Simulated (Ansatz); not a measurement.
Runs of Ansatz 0.2.0 on Ge. Symmetry: Fd-3m, No. 227, cubic system. Conventional cell: a = 5.658 Å, b = 5.658 Å, c = 5.658 Å, α = 90.00°, β = 90.00°, γ = 90.00°. Ge (site symmetry -43m) has 4 Ge at 2.45 Å as nearest neighbours. 

```tsv
cell	target pressure (GPa)	gap on the mesh (eV)	pressure (GPa)
relaxed to 20 GPa	20	0.20	20.0
relaxed to 30 GPa	30	0.09	30.0
relaxed	0	(a)	0.0
relaxed to 10 GPa	10	0.34	10.0
relaxed to 5 GPa	5	0.29	5.0
relaxed to 2 GPa	2	(b)	2.0
```

Alike in all rows: task relaxation of cell and atoms; level PBEsol; potentials or basis Ansatz PAW; no spin polarisation; k mesh 8 × 8 × 8; cutoff (eV) 420; smearing fermi-dirac 0.05 eV.

Q: Fill in the values left out.

A: (a) none; (b) 0.16.

Caveats: the plane-wave basis is chosen anew once the cell has moved, so the energies of steps on either side of that aren't comparable; the PAW data sets come from PBE, with cores solved anew for the run's functional, which leaves a small shift of forces and pressure.

A k mesh can miss the band edges, and the runs leave out spin-orbit coupling on Ge.
